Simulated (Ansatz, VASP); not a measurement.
# Two plane-wave programs on Pd

The input INCAR:

```
SYSTEM = Pd
ALGO     = Fast           ! electronic algorithm
EDIFF    = 1E-6           ! SCF threshold, eV
ENCUT    = 520            ! plane-wave cutoff, eV
GGA      = PE             ! functional
ISIF     = 2              ! what is computed and relaxed
ISMEAR   = 0              ! smearing method
LASPH    = .True.         ! aspherical terms in the spheres
LCHARG   = .True.         ! write CHGCAR
LELF     = .True.         ! ELF
LREAL    = .False.        ! projectors in reciprocal space
LVHAR    = .True.       
LWAVE    = .False.        ! write WAVECAR
NBANDS   = 28             ! bands
NELM     = 80             ! most SCF steps
PREC     = Accurate       ! precision mode
SIGMA    = 0.1            ! smearing width, eV
```

KPOINTS

```
k-points
0
Gamma
  6 6 4
  0 0 0
```

The input POSCAR:

```
Pd
1.0
    1.5527781304     -4.9257312295      0.0000000000
    1.5527781304      4.9257312295      0.0000000000
    0.0000000000      0.0000000000      4.1094671971
Pd
4
Direct
    0.0980000000      0.9020000000      0.9100000000
    0.5980000000      0.4020000000      0.5900000000
    0.9020000000      0.0980000000      0.0900000000
    0.4020000000      0.5980000000      0.4100000000
```

Input for Ansatz:

```yaml
crystal:
  lattice:
    - [1.5527781304, -4.9257312295, 0.0]
    - [1.5527781304, 4.9257312295, 0.0]
    - [0.0, 0.0, 4.1094671971]
  atoms:
    - { symbol: Pd, position: [0.098, 0.902, 0.91] }
    - { symbol: Pd, position: [0.598, 0.402, 0.59] }
    - { symbol: Pd, position: [0.902, 0.098, 0.09] }
    - { symbol: Pd, position: [0.402, 0.598, 0.41] }
basis:
  ecutwfc: 420
kpoints:
  mp_grid: { grid: [6, 6, 4] }
hamiltonian:
  xc: pbe
scf:
  occupations: { method: gaussian, width: 0.1 }
  lower_state_search: "off"
output:
  forces: true
  stress: true
  eigenvalues: true
```

Alike in both runs: task single point; functional PBE; k mesh 6 × 6 × 4; occupations gaussian, width 0.1 eV; no spin polarisation.

```csv
,VASP,Ansatz
version,VASP 6.6.1,Ansatz 0.2.0
potentials or method,"VASP PAW PBE potentials, release 64 (Pd)","scalar-relativistic, plane waves, PAW"
plane-wave cutoff (eV),520,420
valence electrons in the cell,40,72
```

|  | VASP | Ansatz | Ansatz less VASP |
| --- | --- | --- | --- |
| gap on the k mesh at the Fermi level (eV) | none | none | - |
| rms of the force components (eV/Å) | 8.974 | 9.847 | +0.8730 |

Atom by atom the forces differ by 0.880 eV/Å (rms over components). A gap of «none» marks a metal or a gap that the smearing closes. The two sets of potentials don't hold the same shells in valence.

Caveats: the k mesh is coarse (spacing up to 0.38 Å⁻¹), so the values aren't converged; forces of over 1 eV/Å show positions far from the minimum, so gaps and moduli don't describe the material at rest.
